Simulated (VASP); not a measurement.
# TiTe (Fm-3m) in VASP: notebook

Aim: see how the results for TiTe move with the level of theory and the settings. Levels: BLYP, BLYP+D3. Tasks: relaxation of cell and atoms.

All numbers are computed with VASP 6.6.1; they aren't measurements. Logs are shortened: lines on timing, memory, paths and dates and some standing lists are left out, and cuts for length are marked.

## Step 1: Starting point

Symmetry: Fm-3m, No. 225, cubic system. Conventional cell: a = 6.100 Å, b = 6.100 Å, c = 6.100 Å, α = 90.00°, β = 90.00°, γ = 90.00°. Ti (site symmetry m-3m) has 6 Te at 3.05 Å as nearest neighbours. Te (site symmetry m-3m) has 6 Ti at 3.05 Å as nearest neighbours.

The cell comes from a database or a generator and needn't be the stable form of this composition.

## Step 2: Relaxation of cell and atoms, BLYP

Input file INCAR:

```
SYSTEM = TiTe
PREC = Accurate
ENCUT = 600
EDIFF = 1E-7
ISMEAR = -1
SIGMA = 0.05
LREAL = .False.
LASPH = .True.
NELM = 100
ALGO = Fast
ISIF = 3
LWAVE = .False.
LCHARG = .False.
GGA = B5
ALDAX = 1.0
AGGAX = 1.0
AGGAC = 1.0
ALDAC = 0.0
IBRION = 2
NSW = 40
EDIFFG = -0.01
```

Input file KPOINTS:

```
Automatic mesh
0
Gamma
  8 8 8
  0 0 0
```

Input file POSCAR:

```
TiTe
1.0
    0.0000000000      3.0500668100      3.0500668100
    3.0500668100      0.0000000000      3.0500668100
    3.0500668100      3.0500668100      0.0000000000
Ti Te
1 1
Direct
    0.5000000000      0.5000000000      0.5000000000
    0.0000000000      0.0000000000      0.0000000000
```

Potentials or basis: VASP PAW PBE potentials, release 64 (Ti_sv, Te).

On the command line:

```sh
cat potpaw_PBE.64/Ti_sv/POTCAR potpaw_PBE.64/Te/POTCAR > POTCAR
mpirun -np 1 vasp_std > vasp.out
```

OUTCAR:

```text
SYSTEM = TiTe
   PREC = Accurate
   ENCUT = 600
   EDIFF = 1E-7
   ISMEAR = -1
   LREAL = .False.
   LASPH = .True.
   NELM = 100
   ISIF = 3
   GGA = B5
   IBRION = 2
   NSW = 40
   EDIFFG = -0.01

 ion  position               nearest neighbor table
   1  0.500  0.500  0.500-   2 3.05   2 3.05   2 3.05   2 3.05   2 3.05   2 3.05
   2  0.000  0.000  0.000-   1 3.05   1 3.05   1 3.05   1 3.05   1 3.05   1 3.05

  LATTYP: Found a face centered cubic cell.
 ALAT       =     6.1001336200

  Lattice vectors:

 A1 = (   0.0000000000,   3.0500668100,   3.0500668100)
 A2 = (   3.0500668100,   0.0000000000,   3.0500668100)
 A3 = (   3.0500668100,   3.0500668100,   0.0000000000)

Analysis of symmetry for initial positions (statically):
=====================================================================
 Subroutine PRICEL returns:
 Original cell was already a primitive cell.

 Routine SETGRP: Setting up the symmetry group for a
 face centered cubic supercell.

 Subroutine GETGRP returns: Found 48 space group operations
 (whereof 48 operations were pure point group operations)
 out of a pool of 48 trial point group operations.

The static configuration has the point symmetry O_h .

Analysis of symmetry for dynamics (positions and initial velocities):
=====================================================================
 Subroutine PRICEL returns:
 Original cell was already a primitive cell.

 Routine SETGRP: Setting up the symmetry group for a
 face centered cubic supercell.

 Subroutine GETGRP returns: Found 48 space group operations
 (whereof 48 operations were pure point group operations)
 out of a pool of 48 trial point group operations.

The dynamic configuration has the point symmetry O_h .

 Subroutine INISYM returns: Found 48 space group operations
 (whereof 48 operations are pure point group operations),
 and found     1 'primitive' translations

----------------------------------------------------------------------------------------

                                     Primitive cell

  volume of cell :      56.7490

  direct lattice vectors                    reciprocal lattice vectors
     0.000000000  3.050066810  3.050066810    -0.163930835  0.163930835  0.163930835
     3.050066810  0.000000000  3.050066810     0.163930835 -0.163930835  0.163930835
     3.050066810  3.050066810  0.000000000     0.163930835  0.163930835 -0.163930835

  length of vectors
     4.313445849  4.313445849  4.313445849     0.283936536  0.283936536  0.283936536

  position of ions in fractional coordinates (direct lattice)
     0.500000000  0.500000000  0.500000000
     0.000000000  0.000000000  0.000000000

  ion indices of the primitive-cell ions
   primitive index   ion index
                 1           1
                 2           2

----------------------------------------------------------------------------------------

 KPOINTS: Automatic mesh

Automatic generation of k-mesh.
 Grid dimensions read from file:
 generate k-points for:    8    8    8

 Generating k-lattice:

  Cartesian coordinates                     Fractional coordinates (reciprocal lattice)
    -0.020491354  0.020491354  0.020491354     0.125000000  0.000000000  0.000000000
     0.020491354 -0.020491354  0.020491354     0.000000000  0.125000000  0.000000000
     0.020491354  0.020491354 -0.020491354     0.000000000  0.000000000  0.125000000

  Length of vectors
     0.035492067  0.035492067  0.035492067

  Shift w.r.t. Gamma in fractional coordinates (k-lattice)
     0.000000000  0.000000000  0.000000000

 Subroutine IBZKPT returns following result:
 ===========================================

 Found     29 irreducible k-points:

 Following reciprocal coordinates:
            Coordinates               Weight
  0.000000  0.000000  0.000000      1.000000
  0.125000  0.000000  0.000000      8.000000
  0.250000  0.000000  0.000000      8.000000
  0.375000  0.000000  0.000000      8.000000
  0.500000  0.000000  0.000000      4.000000
  0.125000  0.125000  0.000000      6.000000
[... 16 lines left out ...]
  0.500000  0.250000  0.125000     48.000000
 -0.375000  0.250000  0.125000     24.000000
 [... further k-points ...]
   k-points           NKPTS =     29   k-points in BZ     NKDIM =     29   number of bands    NBANDS=     13
   number of dos      NEDOS =    301   number of ions     NIONS =      2
   total plane-waves  NPLWV =  46656
   dimension x,y,z NGX =    36 NGY =   36 NGZ =   36
   dimension x,y,z NGXF=    72 NGYF=   72 NGZF=   72
   ions per type =               1   1
   NGX,Y,Z   is equivalent  to a cutoff of  13.87, 13.87, 13.87 a.u.
   NGXF,Y,Z  is equivalent  to a cutoff of  27.75, 27.75, 27.75 a.u.
 SYSTEM =  TiTe
   PREC   = accura    normal or accurate (medium, high low for compatibility)
   ISTART =      0    job   : 0-new  1-cont  2-samecut
   ICHARG =      2    charge: 1-file 2-atom 10-const
   ISPIN  =      1    spin polarized calculation?
   LNONCOLLINEAR =      F non collinear calculations
   LSORBIT =      F    spin-orbit coupling
   LASPH  =      T    aspherical Exc in radial PAW
   ENCUT  =  600.0 eV  44.10 Ry    6.64 a.u.   8.62  8.62  8.62*2*pi/ulx,y,z
   NELM   =    100;   NELMIN=  2; NELMDL= -5     # of ELM steps
   EDIFF  = 0.1E-06   stopping-criterion for ELM
   LREAL  =      F    real-space projection
   EDIFFG = -.1E-01   stopping-criterion for IOM
   NSW    =     40    number of steps for IOM
   IBRION =      2    ionic relax: 0-MD 1-quasi-New 2-CG
   NFREE  =      1    steps in history (QN), initial steepest desc. (CG)
   ISIF   =      3    stress and relaxation
   ISYM   =      2    0-nonsym 1-usesym 2-fastsym
   POTIM  = 0.5000    time-step for ionic-motion
   TEBEG  =    0.0;   TEEND  =   0.0 temperature during run
   PSTRESS=    0.0 pullay stress
   NELECT =      18.0000    total number of electrons
   NUPDOWN=      -1.0000    fix difference up-down
   EMIN   =  10.00;   EMAX   =-10.00  energy-range for DOS
   EFERMI =   0.00;   METHOD = LEGACY
   ISMEAR =    -1;   SIGMA  =   0.05  broadening in eV -4-tet -1-fermi 0-gaus
   EFERMI_NEDOS =   21; number of points for ismear=-14 and -15
   IALGO  =     68    algorithm
   IMIX   =      4    mixing-type and parameters
     AMIX     =   0.40;   BMIX     =  1.00
     AMIX_MAG =   1.60;   BMIX_MAG =  1.00
  volume/ion in A,a.u.               =      28.37       191.48
  Fermi-wavevector in a.u.,A,eV,Ry     =   1.116468  2.109819 16.959676  1.246501
  Thomas-Fermi vector in A             =   2.253082
   LORBIT       =      0    0 simple, 1 ext, 2 COOP (PROOUT), +10 PAW based schemes
   GGA     = B5    functional components
   LHFCALC =     F    Hartree Fock is set to
   AEXX    =    0.0000 exact exchange contribution
   IVDW    =     0    specifies the selected vdW correction
   LEPSILON=     F    determine dielectric tensor
   LRPA    =     F    only Hartree local field effects (RPA)
 conjugate gradient relaxation of ions
 non-spin polarized calculation
 RMM-DIIS sequential band-by-band and
  energy-cutoff  :      600.00
  volume of cell :       56.75
 maximum number of plane-waves:      1924
 NGX is ok and might be reduce to    36
   NGX = 17   NGY = 17   NGZ = 17

--------------------------------------- Ionic step        1  -------------------------------------------

 number of electron      18.0000002 magnetization

 Free energy of the ion-electron system (eV)
  ---------------------------------------------------
  ext. energy  EPLUGINS =         0.00000000
  ---------------------------------------------------
  free energy    TOTEN  =        -9.74375514 eV

  energy without entropy =       -9.70021078  energy(sigma->0) =       -9.72198296

------------------------ aborting loop because EDIFF is reached ----------------------------------------

  FORCE on cell =-STRESS in cart. coord.  units (eV):
  Direction    XX          YY          ZZ          XY          YZ          ZX
  --------------------------------------------------------------------------------------
  -------------------------------------------------------------------------------------
  Total       -2.5043014     -2.5043014     -2.5043014      0.0000000     -0.0000000     -0.0000000
  in kB      -70.7032082    -70.7032082    -70.7032082      0.0000000     -0.0000000     -0.0000000
  external PRESSURE =     -70.7032082 kB  Pullay stress =       0.0000000 kB
[... 57 lines left out ...]
  energy  without entropy=       -9.9157685421  energy(sigma->0) =       -9.93144266

--------------------------------------- Ionic step        3  -------------------------------------------

 number of electron      18.0000001 magnetization

 Free energy of the ion-electron system (eV)
  ---------------------------------------------------
  ext. energy  EPLUGINS =         0.00000000
  ---------------------------------------------------
  free energy    TOTEN  =        -9.95559281 eV

  energy without entropy =       -9.92297098  energy(sigma->0) =       -9.93928189

 E-fermi :   8.8985     XC(G=0):  -9.6194

 val. band max:        8.8909095762   @ k =  -0.2500   0.1250   0.0000
 cond. band min:       8.9008599934   @ k =   0.5000   0.5000   0.0000
 fundamental gap:      0.0099504172
 Fermi energy:         8.8985164113

 k-point     1 :       0.0000    0.0000    0.0000
  band No.  band energies     occupation
      1     -48.6470      2.00000
      2     -25.0932      2.00000
      3     -25.0932      2.00000
      4     -25.0932      2.00000
      5      -4.4447      2.00000
      6       7.4457      2.00000
      7       7.4457      2.00000
      8       7.4457      2.00000
      9       8.2570      1.99999
     10       8.2570      1.99999
     11       8.2570      1.99999
     12       8.4667      1.99964
     13       8.4667      1.99964
[... 353 lines left out ...]
 k-point    24 :      -0.3750    0.2500    0.1250
  band No.  band energies     occupation
      1     -48.6455      2.00000
      2     -25.1124      2.00000
      3     -25.1005      2.00000
      4     -25.0965      2.00000
      5      -3.1022      2.00000
      6       3.0595      2.00000
      7       4.6861      2.00000
      8       5.2448      2.00000
      9       9.0238      0.15082
     10       9.0422      0.10699
     11       9.3699      0.00016
     12      10.3528      0.00000
     13      10.4662      0.00000

 [... further k-points ...]

------------------------ aborting loop because EDIFF is reached ----------------------------------------

  FORCE on cell =-STRESS in cart. coord.  units (eV):
  Direction    XX          YY          ZZ          XY          YZ          ZX
  --------------------------------------------------------------------------------------
  -------------------------------------------------------------------------------------
  Total        0.0085713      0.0085713      0.0085713      0.0000000     -0.0000000      0.0000000
  in kB        0.2834866      0.2834866      0.2834866      0.0000000     -0.0000000      0.0000000
  external PRESSURE =       0.2834866 kB  Pullay stress =       0.0000000 kB
[... 17 lines left out ...]
  FREE ENERGIE OF THE ION-ELECTRON SYSTEM (eV)
  ---------------------------------------------------
  free  energy   TOTEN  =        -9.9555928137 eV

  energy  without entropy=       -9.9229709763  energy(sigma->0) =       -9.93928189

 reached required accuracy - stopping structural energy minimisation
```

It took 5.7 min on 1 thread of AMD EPYC 9R45 (Zen 5), shared host; peak memory 0.2 GiB.

Results:

| Item | Value |
| --- | --- |
| Free energy | -9.9556 eV |
| Relaxed volume | 24.22 Å³/atom |
| Relaxed cell | a = 4.092 Å, b = 4.092 Å, c = 4.092 Å, α = 60.00°, β = 60.00°, γ = 60.00° |
| Space group after relaxing (to 0.05 Å) | Fm-3m (No. 225) |
| Energy gained by relaxing | 105.9 meV/atom |
| Ionic steps | 3 |
| Pressure after relaxing | 0.0 GPa |

The path:
```csv
step,energy change (eV),largest force (eV/Å),pressure (GPa),volume (Å³)
1,0.0000,0.0000,-7.07,56.75
2,-0.2034,0.0000,1.99,47.07
3,-0.2118,0.0000,0.03,48.44
```

Final structure:
```cif
data_structure
_symmetry_space_group_name_H-M 'P 1'
_symmetry_Int_Tables_number 1
_cell_length_a 4.0918
_cell_length_b 4.0918
_cell_length_c 4.0918
_cell_angle_alpha 60.000
_cell_angle_beta 60.000
_cell_angle_gamma 60.000
_cell_volume 48.44
loop_
_atom_site_label
_atom_site_type_symbol
_atom_site_fract_x
_atom_site_fract_y
_atom_site_fract_z
_atom_site_occupancy
Ti1 Ti 0.50000 0.50000 0.50000 1
Te1 Te 0.00000 0.00000 0.00000 1
```

Caveat: the bands computed are all filled at some k points, so no gap is given; the PAW data sets were made with another functional, which shifts forces and pressure a little.

(Part 1 of 2 ends here.)
